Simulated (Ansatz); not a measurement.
HfC:

```xyz
2
Lattice="0.0000 2.3250 2.3250 2.3250 0.0000 2.3250 2.3250 2.3250 0.0000" Properties=species:S:1:pos:R:3 pbc="T T T"
Hf    2.3250    2.3250    2.3250
C     0.0000    0.0000    0.0000
```

Program: Ansatz 0.2.0. Alike in all runs: potentials or basis Ansatz PAW; cell as given; k mesh 10 × 10 × 10; cutoff (eV) 420.

Task: Order these runs on this cell by their pressure, lowest first.
A. level PBE; spin off; smearing gaussian 0.03 eV
B. level BLYP; spin off; smearing fermi-dirac 0.05 eV; points for each segment of the path 14
C. level PBEsol; spin off; smearing gaussian 0.1 eV
D. level PBE+D3(BJ)+ATM; spin non-collinear, ferromagnetic start, SOC; smearing fermi-dirac 0.15 eV
E. level revPBE; spin off; smearing fermi-dirac 0.05 eV; points for each segment of the path 14

Result: C (-6.5 GPa), D (-4.4 GPa), A (0.2 GPa), E (3.2 GPa), B (7.5 GPa).

Caveats: the PAW data sets come from PBE, with cores solved anew for the run's functional, which leaves a small shift of forces and pressure (some runs); the potentials were made for another functional, which shifts forces and pressure (some runs); pairwise dispersion overbinds metals, which lowers pressure and volume (some runs).

Not every run made on this cell is shown here.
